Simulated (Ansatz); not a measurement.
**One input, then a changed one: Li₂Se**

First run: DFT, r2SCAN, all-electron PAW with datasets made for the crystal, scalar-relativistic (Ansatz 0.2.0).

Command: `ansatz run input.yaml --threads 1 --pin off --max-ram 3072MiB --backend cpu --events-out ev --progress --plain --runs-dir out` It took 3.8 s on 1 thread of Arm Neoverse V2, on a shared host, peak memory 0.39 GiB.

```yaml
crystal:
  lattice:
    - [0.0, 2.9760442648, 2.9760442648]
    - [2.9760442648, 0.0, 2.9760442648]
    - [2.9760442648, 2.9760442648, 0.0]
  atoms:
    - { symbol: Li, position: [0.75, 0.75, 0.75] }
    - { symbol: Li, position: [0.25, 0.25, 0.25] }
    - { symbol: Se, position: [0.0, 0.0, 0.0] }
kpoints:
  mp_grid: { grid: [7, 7, 7] }
scf:
  occupations: { method: fermi_dirac, width: 0.03 }
hamiltonian:
  xc: r2scan
  pseudopotentials: { kind: all_electron, datasets: crystal }
output:
  forces: true
  stress: true
  eigenvalues: true
  efg: { contact_densities: true }
```

The cell is Materials Project entry mp-2286, used as a structure alone.

This run: the undistorted cell.

It converges in 10 SCF iterations at a pressure of 0.61 GPa.

A second input differs as follows:

```diff
 kpoints:
-  mp_grid: { grid: [7, 7, 7] }
+  mp_grid: { grid: [1, 1, 1] }
 scf:
   occupations: { method: fermi_dirac, width: 0.03 }
+  max_iter: 50
 hamiltonian:
```

Problem. What is wrong with it, and what does the program do?

Solution. The change was made to test one k-point for a small cell. The run converges in 8 SCF iterations at a pressure of 29.9 GPa, free energy +2.81 eV/atom against the first run's. Compare each number with the sound run's before taking it for a property of the system. The log ends:
```
  P = ⅓ Tr σ = 29.8917 GPa (298.917 kbar)
--- PAW observables at the nuclei: V_zz in 10²¹ V/m², potentials from the cell's mean, atoms counted from 1 ---
  atom   1  Li V_zz =    -0.000000   η = 0.0000   by run symmetry: forbidden
            electrostatic potential = -164.885231 V   contact ρ = 93.774392 e/Å³
  atom   2  Li V_zz =    -0.000000   η = 0.0000   by run symmetry: forbidden
            electrostatic potential = -164.885231 V   contact ρ = 93.774392 e/Å³
  atom   3  Se V_zz =    -0.000000   η = 0.0000   by run symmetry: forbidden
            electrostatic potential = -4710.576774 V   contact ρ = 262470.771466 e/Å³
--- Band table (eV) ---
  k-point 0: bands = ["-43.5496", "-43.5275", "-6.5919", "4.9523", "4.9523", "4.9523", "8.6533", "10.5401"]
```
